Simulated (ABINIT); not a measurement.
Crystal: CoO.

```
Co O
1.0
    -1.50800    1.50800    2.10725
     1.50800   -1.50800    2.10725
     1.50800    1.50800   -2.10725
Co O
1 1
Direct
  0.00000 0.00000 0.00000
  0.50000 0.50000 0.00000
```

| Quantity | Value |
| --- | --- |
| Program | ABINIT 10.8.3 (patched build) |
| Task | relaxation of cell and atoms |
| Functional | PBEsol |
| Potentials or basis | JTH PAW PBE v2.0 |
| Cutoff | 707 eV |
| k mesh | 8 × 8 × 8 |
| Occupations | fermi-dirac, width 0.05 eV |
| Spin | collinear spin, ferromagnetic start |
| Starting moments | [2.0, 0.0] μB |

At the start: pressure -9.3 GPa; volume 9.58 Å³/atom.

How do energy, volume and symmetry change on relaxing?

Over 7 steps the energy falls by 15.3 meV/atom and the volume is 9.09 Å³/atom (-5.1 %); space group Fm-3m (No. 225, to 0.05 Å); moment 2.81 μB per cell.

The path:
```csv
step,energy change (eV),largest force (eV/Å),pressure (GPa),volume (Å³)
1,0.0000,0.0000,-9.29,19.17
2,-0.0237,0.0000,-4.57,18.63
3,-0.0303,0.0000,0.51,18.14
4,-0.0304,0.0000,0.03,18.18
5,-0.0305,0.0000,-0.17,18.20
6,-0.0306,0.0000,-0.14,18.20
7,-0.0306,0.0000,0.00,18.19
```

Final structure:
```
Co O
1.0
    -1.47588    1.47588    2.08715
     1.47588   -1.47588    2.08715
     1.47588    1.47588   -2.08715
Co O
1 1
Direct
  0.00000 0.00000 0.00000
  0.50000 0.50000 0.00000
```

Caveat: the k mesh is coarse (spacing up to 0.37 Å⁻¹), so the values aren't converged; the PAW data sets were made with another functional, which shifts forces and pressure a little; a cell with one magnetic atom can't hold antiferromagnetic order, which such compounds often take.
